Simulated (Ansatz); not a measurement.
# ZnS (Wurtzite-2H) in Ansatz: convergence with smearing width

ZnS (Wurtzite-2H):

```
Zn S
1.0
     3.81100    0.00000    0.00000
    -1.90550    3.30042    0.00000
     0.00000    0.00000    6.23400
Zn S
2 2
Direct
  0.66667 0.33333 0.50000
  0.33333 0.66667 0.00000
  0.66667 0.33333 0.88500
  0.33333 0.66667 0.38500
```

```yaml
Program: Ansatz 0.2.0
Task: convergence study
Functional: PBE
Potentials_or_basis: Ansatz PAW
Cutoff: "420 eV (not typed: the program's choice for these potentials)"
k_mesh: 7 × 7 × 4
Occupations: methfessel-paxton, width 0.3 eV
Spin: no spin polarisation
```

These are the settings of the first run; the series varies smearing width, with any setting tied to it.

Hardware: 2 threads of Intel(R) Xeon(R) Processor @ 2.50GHz (Skylake/Cascade Lake), on a shared host.

| smearing width | energy less the tightest run, at zero smearing (meV/atom) | SCF cycles | CPU time (s) | peak memory (GiB) |
| --- | --- | --- | --- | --- |
| 0.3 eV | 0.00 | 6 | 6.7 | 0.34 |
| 0.2 eV | 0.00 | 6 | 6.7 | 0.34 |
| 0.15 eV | 0.00 | 6 | 6.7 | 0.34 |
| 0.1 eV | 0.00 | 6 | 6.9 | 0.34 |
| 0.05 eV | 0.00 | 6 | 6.8 | 0.34 |
| 0.025 eV | 0.00 | 6 | 6.7 | 0.34 |
| 0.01 eV | 0.00 | 6 | 6.7 | 0.34 |
| 0.005 eV | 0.00 | 6 | 6.8 | 0.34 |

Against the tightest run, the energy stays within 1 meV/atom from 0.3 eV on. The tightest run that finished is the yardstick and may itself not be fully converged.
